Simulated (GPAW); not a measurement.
# How the form of the self-energy moves the gap of PbI2 (P-3m1)

How much does the gap of PbI2 (P-3m1) depend on the approximation to the self-energy?

Program: GPAW 26.7.0. Level of theory: PBE and many-body steps on it, plane waves. Results are calculated unless marked as measured.

Most raw output is cut from this account.

## Step 1: The starting structure

It takes space group P-3m1 (No. 164, trigonal). Conventional cell: a = 4.555 Å, b = 4.555 Å, c = 6.977 Å, α = 90.00°, β = 90.00°, γ = 120.00°. Nearest to Pb lie 6 I at 3.21 Å. I has 3 Pb at 3.21 Å nearest. Farther neighbours and most contacts between anions are not listed.

As a file:

```cif
data_structure
_symmetry_space_group_name_H-M 'P-3m1'
_symmetry_Int_Tables_number 164
_cell_length_a 4.5550
_cell_length_b 4.5550
_cell_length_c 6.9770
_cell_angle_alpha 90.000
_cell_angle_beta 90.000
_cell_angle_gamma 120.000
_cell_volume 125.36
loop_
_atom_site_label
_atom_site_type_symbol
_atom_site_symmetry_multiplicity
_atom_site_Wyckoff_symbol
_atom_site_fract_x
_atom_site_fract_y
_atom_site_fract_z
_atom_site_occupancy
Pb1 Pb 1 a 0.00000 0.00000 0.00000 1
I1 I 2 d 0.33333 0.66667 0.26500 1
```

The cell and positions come from the Crystallography Open Database and are kept as given unless a step says otherwise. Spin-orbit coupling is left out unless a step names it.

## Step 2: Empty states on the mesh, 3×3×2 mesh, 159 bands

This step: GPAW 26.7.0; DFT, PBE, plane waves, PAW.

The sums over transitions need many empty states on a uniform mesh; this step solves for them.

File run.py:

```python
import json
import numpy as np
from gpaw.mpi import world
from gpaw import GPAW

calc = GPAW('gs.gpw').fixed_density(kpts={'size': (3, 3, 2), 'gamma': True},
    nbands=185,
    convergence={'bands': 159},
    txt='nscf.txt')
calc.write('full.gpw', mode='all')
res = {}
kpts = calc.get_ibz_k_points()
res['kpts'] = kpts
res['eigenvalues'] = [calc.get_eigenvalues(kpt=k) for k in range(len(kpts))]
res['n_electrons'] = calc.get_number_of_electrons()

if world.rank == 0:
    with open('result.json', 'w') as f:
        json.dump(res, f, default=lambda x: x.tolist())
```

Started as:

```
$ mpirun -n 4 gpaw python run.py
```

Run time: 35 s. Hardware: 4 MPI ranks of Arm Neoverse V1, shared host; peak memory 0.76 GiB; 2.3 min of CPU time.

This step gave:

```
gap                                                           : 2.196 eV
k of the valence top                                          : 0, 0, 0.5
k of the conduction bottom                                    : 0, 0, 0.5
least direct gap                                              : 2.196 eV
k points computed                                             : 6
lowest point of the top converged band, above the valence top : 58.2542 eV
```

On this mesh the gap is 2.196 eV.

## Step 3: G0W0, Godby-Needs plasmon pole

Now the one-shot GW correction: screening in the RPA, then the self-energy of the levels asked for.

This step: G0W0 with a vertex from the rALDA kernel on PBE, plane waves, PAW.

File run.py:

```python
import json
import numpy as np
from gpaw.mpi import world
from gpaw.response.g0w0 import G0W0

gw = G0W0('full.gpw',
    filename='gw',
    kpts=[0, 1],
    bands=(12, 16),
    ecut=65,
    nbands=149,
    integrate_gamma='WS',
    ppa=True,
    xc='rALDA',
    fxc_mode=None,
    fxc_modes=['GWP', 'GWS', 'GWG'],
    do_GW_too=True)
gw.calculate()
res = {mode: {k: v for k, v in r.items() if k != 'sigma_eskwn'}
       for mode, r in gw.all_results.items()}

if world.rank == 0:
    with open('result.json', 'w') as f:
        json.dump(res, f, default=lambda x: x.tolist())
```

Started as:

```
$ mpirun -n 4 gpaw python run.py
```

It took 2.2 min on 4 MPI ranks; peak memory 4.8 GiB.

This step gave:

```yaml
gap_with_the_vertex_in_the_polarisability: 2.828 eV
gap_with_the_vertex_in_the_self_energy: 3.135 eV
gap_with_the_vertex_in_both: 3.050 eV
g0w0_gap_on_the_points_computed: 2.933 eV
least_direct_g0w0_gap_on_the_computed_points: 2.933 eV
z_at_the_valence_top: 0.7968
z_at_the_conduction_bottom: 0.8155
starting_gap_on_the_mesh: 2.196 eV
k_of_the_valence_top: 0, 0, 0.5
k_of_the_conduction_bottom: 0, 0, 0.5
```

The gap on the mesh goes from 2.20 eV to 2.93 eV, a correction of +0.74 eV.

## Step 4: G0W0 with rALDA vertex

Edit run.py of step 3 so:

```diff
@@ -9,4 +9,4 @@
     bands=(12, 16),
-    ecut=65,
-    nbands=149,
+    ecut=39,
+    nbands=69,
     integrate_gamma='WS',
@@ -14,5 +14,3 @@
     xc='rALDA',
-    fxc_mode=None,
-    fxc_modes=['GWP', 'GWS', 'GWG'],
-    do_GW_too=True)
+    fxc_mode='GWG')
 gw.calculate()
```

Started as:

```
$ mpirun -n 4 gpaw python run.py
```

It took 36 s on 4 MPI ranks; peak memory 2.4 GiB; 2.4 min of CPU time.

Numbers from this step:

```yaml
quasiparticle_gap_on_the_points_computed: 2.965 eV
least_direct_quasiparticle_gap_on_the_computed_points: 2.965 eV
z_at_the_valence_top: 0.8073
z_at_the_conduction_bottom: 0.8275
starting_gap_on_the_mesh: 2.196 eV
k_of_the_valence_top: 0, 0, 0.5
k_of_the_conduction_bottom: 0, 0, 0.5
```

Against G0W0 in GPAW (3×3×2 mesh, 149 bands, screening to 65 eV, Godby-Needs plasmon pole), the gap moves by +0.031 eV.

## Step 5: Side by side

Times are wall times on 4 MPI ranks of Arm Neoverse V1, shared host, good to a factor of about two.

```csv
run,mesh,bands,screening cutoff (eV),DFT gap (eV),gap on the mesh (eV),direct (eV),time
"G0W0, Godby-Needs plasmon pole",3×3×2,149,65,2.196,2.933,2.933,2.2 min
G0W0 with rALDA vertex,3×3×2,69,39,2.196,2.965,2.965,36 s
```

## Step 6: Results

* G0W0, Godby-Needs plasmon pole: 2.933 eV
* G0W0 with rALDA vertex: 2.965 eV
* known limits: not at the basis limit; no spin-orbit coupling; coarse k mesh

In words: G0W0 with rALDA vertex: +0.031 eV against G0W0, Godby-Needs plasmon pole, at other bands or cutoff, so not like for like. With the rALDA kernel as a vertex the gap is 2.83 eV (in the polarisability), 3.14 eV (in the self-energy) and 3.05 eV (in both), against 2.93 eV without. Bands and cutoff are finite, so the gap is not at the basis limit. The miss can reach some tenths of an eV and take either sign; the mesh is an error of its own. These stock PAW sets were not made for GW; the filled d or f shell of I lies in the frozen core, which bears on start and correction. In the G0W0 runs levels were corrected at 2 k points alone, so a gap called «on the mesh» is the least over those, and an edge elsewhere would be missed. The 3×3×2 mesh is coarse for this cell, which bears on the long-range parts of exchange and screening. Mesh or cutoff lie under what a gap needs, so these runs test behaviour and cost; their gaps are not to be quoted. Where an edge is built on 6p states of lead, bismuth or thallium, scalar-relativistic gaps usually stand too wide, by a few tenths to over one eV. The many-body steps are scalar-relativistic: spin-orbit coupling is not in them.

[Paths, hosts, dates, memory and timing lines, banners, echoed tables and standing remarks are left out of the program output.]

[Logs are printed without paths, hosts, clocks, repeated set-up lines and the standing remarks that a program may print on its own settings, such as how far it seeks lower states.]

[Runs of the session that timed out or met a known fault of the program may be left out.]

[Hosts, paths, dates, database ids (printed as entryN), source tags and the programs' standing remarks are cut or masked in the printed files.]
